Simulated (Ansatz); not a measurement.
Mg: an elastic constant from a strain scan

Computed with DFT PBE, scalar-relativistic, plane waves, PAW in Ansatz. Settings: plane waves to 420 eV, k-mesh 20×20×20 (Γ-centred), Gaussian smearing 0.15 eV. No spin polarisation. Energies are free energies at this smearing, counted from the undisturbed cell; pressure is positive in compression.

The undisturbed cell (as given, not relaxed at this level; it stands at 0.6 GPa; this form isn't the usual structure):

```
Mg
1.0
    -1.83599    1.83599    1.67940
     1.83599   -1.83599    1.67940
     1.83599    1.83599   -1.67940
Mg
1
Direct
  0.00000 0.00000 0.00000
```

The cell is strained by ε times the Voigt pattern (0, 0, 0, 1, 0, 0) (xx, yy, zz, yz, xz, xy; engineering shear) with fractional coordinates fixed. The cell holds 1 atom in V0 = 22.64 Å³. The stress column is τ = (1/V0) dE/dε, got from the stress tensor σ (compression positive) at each point as −det(1 + εP) σ : P(1 + εP)⁻¹, with P the pattern as a tensor.

```csv
ε,ΔE (meV/atom),τ (GPa)
-0.0600,?,?
-0.0300,2.329,-1.073
0.0000,0.000,0.000
0.0150,0.591,0.556
0.0450,5.093,1.526
```

Question: Which combination of elastic constants does this scan measure, and how large is it?

Answer: For small ε, τ = τ0 + Kε with K = pᵀCp, which for this pattern is C44 in the Cartesian frame shown. The parabola through τ at ε = -0.0300, 0 and 0.0150 has slope K = 37 GPa at zero. The energies per cell, E = NΔE, of the same two points give K = 2[E(ε₊)/ε₊ − E(ε₋)/ε₋]/[(ε₊ − ε₋)V0] = 37 GPa, in agreement.

Question: Predict the withheld row at ε = -0.0600 from the harmonic law, and compare.

Answer: ΔE = V0(τ0 ε + Kε²/2)/N = 9.316 meV/atom and τ = -2.20 GPa. The calculation gives 8.794 meV/atom and -1.97 GPa: the energy lies 6 % below the harmonic value.

In a metal these slopes depend on the k mesh and the smearing.